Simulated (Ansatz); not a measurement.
**SrO: levels along high-symmetry lines**

```xyz
2
Lattice="0.0000 2.5698 2.5698 2.5698 0.0000 2.5698 2.5698 2.5698 0.0000" Properties=species:S:1:pos:R:3 pbc="T T T"
Sr    0.0000    0.0000    0.0000
O     2.5698    2.5698    2.5698
```

Atom numbers follow the list: Sr1, O2.

The conventional cell has a = 5.140 Å, b = 5.140 Å, c = 5.140 Å, α = 90.00°, β = 90.00°, γ = 90.00°. Around Sr (atom 1) lie 6 O at 2.57 Å. O (atom 2) has 6 Sr at 2.57 Å as nearest neighbours.

The cell is COD entry 1100027, as deposited and not checked against the literature; nothing was relaxed. It is an old determination, and later ones may differ.

All numbers below come from Ansatz 0.2.0, DFT, PBE, all-electron LAPW, scalar-relativistic.

Numerical set-up: a Γ-centred 8×8×8 k mesh, Fermi–Dirac smearing of 0.02 eV, basis error target 0.25 meV/atom, no spin polarisation.

Points in fractions of the reciprocal vectors of this cell: Γ (0, 0, 0), X (0.5, 0, 0.5), U (0.625, 0.25, 0.625), K (0.375, 0.375, 0.75), L (0.5, 0.5, 0.5), W (0.5, 0.25, 0.75). The path joins them by straight lines in the order Γ–X–U–K–Γ–L–W–X; legs that retrace an earlier one aren't tabulated. Energies are in eV from the top of the valence band.

Problem. Is there a gap, and where are the band edges?

Solution. 3.31 eV, indirect from Γ to X (0.5, 0, 0.5).

Problem. List the levels between -5 and 5 eV at the symmetry points.

Solution. 
Γ: 0.00 (×3), 4.02
X: -0.40, -0.08 (×2), 3.31
U: -0.93, -0.56, -0.45, 4.82
K: -0.93, -0.56, -0.45, 4.82
L: -2.14, -1.11 (×2)
W: -1.11, -0.41 (×2)

Kohn–Sham gaps of semilocal functionals usually fall short of measured ones.
